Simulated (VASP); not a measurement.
Crystal: MnSn2.

```
Sn Mn
1.0
    -3.32950    3.32950    2.72350
     3.32950   -3.32950    2.72350
     3.32950    3.32950   -2.72350
Sn Mn
4 2
Direct
  0.83770 0.66230 0.50000
  0.33770 0.83770 0.17540
  0.16230 0.33770 0.50000
  0.66230 0.16230 0.82460
  0.75000 0.75000 0.00000
  0.25000 0.25000 0.00000
```

| Quantity | Value |
| --- | --- |
| Program | VASP 6.6.1 |
| Task | relaxation of cell and atoms |
| Functional | optB88-vdW |
| Potentials or basis | VASP PAW PBE potentials, release 64 (Sn_d, Mn_pv) |
| Cutoff | 600 eV |
| k mesh | 5 × 5 × 5 |
| Occupations | fermi-dirac, width 0.05 eV |
| Spin | collinear spin, ferromagnetic start |
| Starting moments | [0.0, 0.0, 0.0, 0.0, 4.0, 4.0] μB |

At the start: pressure -1.2 GPa; volume 20.13 Å³/atom.

Question: Where does the relaxation end?

Answer: Over 5 steps the energy falls by 2.6 meV/atom and the volume is 19.79 Å³/atom (-1.7 %); space group I4/mcm (No. 140, to 0.05 Å); moment 4.24 μB per cell.

The path:
```csv
step,energy change (eV),largest force (eV/Å),pressure (GPa),volume (Å³)
1,0.0000,0.1712,-1.18,120.77
2,-0.0123,0.0905,0.26,118.19
3,-0.0124,0.0955,0.19,118.31
4,-0.0142,0.0580,0.11,118.47
5,-0.0154,0.0040,0.01,118.72
```

Final structure:
```
Sn Mn
1.0
    -3.31063    3.31063    2.70791
     3.31063   -3.31063    2.70791
     3.31063    3.31063   -2.70791
Sn Mn
4 2
Direct
  0.83541 0.66459 0.50000
  0.33541 0.83541 0.17082
  0.16459 0.33541 0.50000
  0.66459 0.16459 0.82918
  0.75000 0.75000 0.00000
  0.25000 0.25000 0.00000
```

Caveat: the PAW data sets were made with another functional, which shifts forces and pressure a little.
